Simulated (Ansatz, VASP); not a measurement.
Two plane-wave programs on Re

The input INCAR:

```
SYSTEM = Re
ALGO = Fast ; EDIFF = 1E-6
ENCUT = 520 ; GGA = PS
ISIF = 2 ; ISMEAR = -1
LASPH = .TRUE. ; LCHARG = .FALSE.
LREAL = .FALSE. ; LWAVE = .FALSE.
NBANDS = 14 ; NELM = 100
PREC = Accurate ; SIGMA = 0.05
```

File KPOINTS:

```
k-points
0
G
  11 11 6
  0 0 0
```

Contents of POSCAR:

```
Re
1.0
    2.7422705826      0.0000000000      0.0000000000
   -1.3711352913      2.3748759886      0.0000000000
    0.0000000000      0.0000000000      4.4282782931
Re
2
Direct
    0.6666666667      0.3333333333      0.7500000000
    0.3333333333      0.6666666667      0.2500000000
```

The input input.yaml:

```yaml
crystal:
  lattice:
    - [2.7422705826, 0.0, 0.0]
    - [-1.3711352913, 2.3748759886, 0.0]
    - [0.0, 0.0, 4.4282782931]
  atoms:
    - { symbol: Re, position: [0.6666666667, 0.3333333333, 0.75] }
    - { symbol: Re, position: [0.3333333333, 0.6666666667, 0.25] }
hamiltonian:
  xc: pbesol
  pseudopotentials: { kind: paw }
kpoints:
  mp_grid: { grid: [11, 11, 6] }
scf:
  occupations: { method: fermi_dirac, width: 0.05 }
output:
  forces: true
  stress: true
  eigenvalues: true
```

Alike in both runs: task single point; functional PBEsol; k mesh 11 × 11 × 6; occupations fermi-dirac, width 0.05 eV; no spin polarisation.

|  | VASP | Ansatz |
| --- | --- | --- |
| version | VASP 6.6.1 | Ansatz 0.2.0 |
| potentials or method | VASP PAW PBE potentials, release 64 (Re) | Ansatz PAW |
| plane-wave cutoff (eV) | 520 | 420 |
| valence electrons in the cell | 14 | 30 |

Ansatz gave:

| Item | Value |
| --- | --- |
| gap on the k mesh at the Fermi level (eV) | none |
| pressure (GPa) | 3.6 |
| largest component of the traceless stress (GPa) | 0.13 |

Q: What did VASP give for the same quantities?

A: gap on the k mesh at the Fermi level (eV): none; pressure (GPa): 3.8; largest component of the traceless stress (GPa): 0.04.

A gap of «none» marks a metal or a gap that the smearing closes. The two sets of potentials don't hold the same shells in valence.

Caveats: the PAW data sets were made with another functional, which shifts forces and pressure a little (VASP); the PAW data sets come from PBE, with cores solved anew for the run's functional, which leaves a small shift of forces and pressure (Ansatz). The runs have no spin-orbit coupling, so splittings on Re are missing.
